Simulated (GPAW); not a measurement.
Wanted: an ASE script for a GPAW 26.7.0 run.

- Task: relaxation of cell and atoms
- Functional: revTPSS
- Potentials or basis: GPAW PAW data sets (gpaw-data 1.2.1)
- Cutoff: 600 eV
- Basis: pw
- k mesh: 6 × 6 × 6
- Occupations: fermi-dirac, width 0.05 eV
- Spin: no spin polarisation
- Target pressure: 2 GPa
- Eigensolver: davidson
- Maxiter: 150
- Optimizer: BFGS
- Fmax: 0.02 eV/Å
- Max steps: 40
- Target pressure: 2 GPa
- Convergence: density=1e-06 energy=1e-06 eigenstates=1e-10

The structure of As lies in POSCAR:

```
As
1.0
    1.8807968987      1.0858785957      3.5140619945
   -1.8807968987      1.0858785957      3.5140619945
    0.0000000000     -2.1717571915      3.5140619945
As
2
Direct
    0.2260000000      0.2260000000      0.2260000000
    0.7740000000      0.7740000000      0.7740000000
```

These files were run (other wordings do the same):

run.py

```python
from ase.filters import FrechetCellFilter
from ase.io import read, write
from ase.optimize import BFGS
from ase.units import GPa
from gpaw import GPAW, PW

atoms = read('POSCAR')

calc = GPAW(mode=PW(600),
            xc='MGGA_X_REVTPSS+MGGA_C_REVTPSS',
            kpts={'size': (6, 6, 6), 'gamma': True},
            occupations={'name': 'fermi-dirac', 'width': 0.05},
            nbands=13,
            convergence={'density': 1e-06, 'energy': 1e-06, 'eigenstates': 1e-10},
            eigensolver='davidson',
            maxiter=150,
            txt='gpaw.txt')
atoms.calc = calc
opt = BFGS(FrechetCellFilter(atoms, scalar_pressure=2 * GPa), trajectory='relax.traj', logfile='-')
done = opt.run(fmax=0.02, steps=40)
calc.write('gs.gpw')
write('result.traj', atoms)
print('Converged:', done)
print('Cell:', atoms.cell.cellpar().round(4))
print('Volume:', round(atoms.get_volume(), 4))
print(atoms.get_scaled_positions().round(5))
```

Potentials or basis: GPAW PAW data sets (gpaw-data 1.2.1), pw.

Launch:

```bash
$ OMP_NUM_THREADS=1 python run.py
```

Results of the run:

| Item | Value |
| --- | --- |
| Relaxed volume | 20.72 Å³/atom |
| Relaxed cell | a = 4.019 Å, b = 4.019 Å, c = 4.019 Å, α = 55.81°, β = 55.81°, γ = 55.81° |
| Space group after relaxing (to 0.05 Å) | R-3m (No. 166) |
| Energy change on relaxing (the enthalpy is what falls) | +2.1 meV/atom |
| Ionic steps | 10 |
| Pressure after relaxing | 2.1 GPa |
| Largest force after relaxing | 0.019 eV/Å |
| Band gap on the k mesh | none (metal or under the smearing width) |

Caveat: later steps reuse the first step's grids; the PAW data sets were made with another functional, which shifts forces and pressure a little.

It took 22 min on 1 thread of Arm Neoverse V1, with other jobs on the host, peak memory 0.47 GiB.
